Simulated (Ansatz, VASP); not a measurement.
## TaN: VASP beside Ansatz

```
CELL_PARAMETERS angstrom
2.93800 0.00000 0.00000
-1.46900 2.54438 0.00000
0.00000 0.00000 2.88300
ATOMIC_POSITIONS crystal
Ta 0.33333 0.66667 0.50000
N 0.00000 0.00000 0.00000
```

Alike in both runs: task relaxation of cell and atoms; functional PBEsol; k mesh 18 × 18 × 14; occupations gaussian, width 0.1 eV; no spin polarisation.

```csv
,VASP,Ansatz
version,VASP 6.6.1,Ansatz 0.2.0
potentials or method,"VASP PAW PBE potentials, release 64 (Ta_pv, N)","scalar-relativistic, plane waves, PAW"
plane-wave cutoff (eV),600,420
valence electrons in the cell,16,18
```

VASP gave:

```
gap on the k mesh at the Fermi level, each at its own relaxed structure (eV) : none
relaxed volume (Å³/atom)                                                     : 10.65
relaxed cell length with the largest relative difference (Å)                 : 2.873
energy change over the relaxation (meV/atom)                                 : -2
```

What did Ansatz give for the same quantities?

gap on the k mesh at the Fermi level, each at its own relaxed structure (eV): none; relaxed volume (Å³/atom): 10.63; relaxed cell length with the largest relative difference (Å): 2.871; energy change over the relaxation (meV/atom): -2.

A gap of «none» marks a metal or a gap that the smearing closes. The two sets of potentials don't hold the same shells in valence.

Caveats: the PAW data sets were made with another functional, which shifts forces and pressure a little (VASP). Spin-orbit coupling is left out, which matters for the levels of Ta.
